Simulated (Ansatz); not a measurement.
# Infrared modes and screening in NaCl (zincblende)

Perturbation theory with PBEsol in Ansatz on the PBEsol cell, ground state and force constants on a 6×6×6 mesh. The cell comes from a prototype generator: it can be a known phase or a hypothetical one. Spin polarisation is off.

It is cubic, F-43m (No. 216); conventional cell a = 6.176 Å, 29.45 Å³ an atom. Around Na lie 4 Cl at 2.67 Å; around Cl lie 4 Na at 2.67 Å.

```cif
data_structure
_symmetry_space_group_name_H-M 'P 1'
_symmetry_Int_Tables_number 1
_cell_length_a 4.3673
_cell_length_b 4.3673
_cell_length_c 4.3673
_cell_angle_alpha 60.000
_cell_angle_beta 60.000
_cell_angle_gamma 60.000
_cell_volume 58.90
loop_
_atom_site_label
_atom_site_type_symbol
_atom_site_fract_x
_atom_site_fract_y
_atom_site_fract_z
_atom_site_occupancy
Na1 Na 0.00000 0.00000 0.00000 1
Cl1 Cl 0.25000 0.25000 0.25000 1
```

Optical modes without the longitudinal term:

| ω (cm⁻¹) | degeneracy | IR intensity, summed over the level ((D/Å)²/amu) |
| --- | --- | --- |
| 193 | 3 | 4.98 |

The optical mode at Γ lies at 193 cm⁻¹ without the longitudinal term. With the long-range field the highest mode reaches 256 cm⁻¹.

ε∞: 2.12 in all directions. With the ions relaxed, ε⁰ is 3.7 in all directions. Born charges, averaged over directions: Na +1.00, Cl -1.00 e.

With one polar mode in a cubic crystal the Lyddane-Sachs-Teller relation applies: (ω_LO/ω_TO)² = (256.1/193.1)² = 1.760, and ε⁰/ε∞ = 3.738/2.124 = 1.760. The refractive index √ε∞ is 1.46.

For comparison, on the r2SCAN cell the mean ε∞ is 2.04 with r2SCAN (ground state on 6×6×6; least gap 5.55 eV in its run on 8×8×8 and the special points), 2.10 with PBE (ground state on 6×6×6; least gap 4.94 eV in its run on 8×8×8 and the special points).
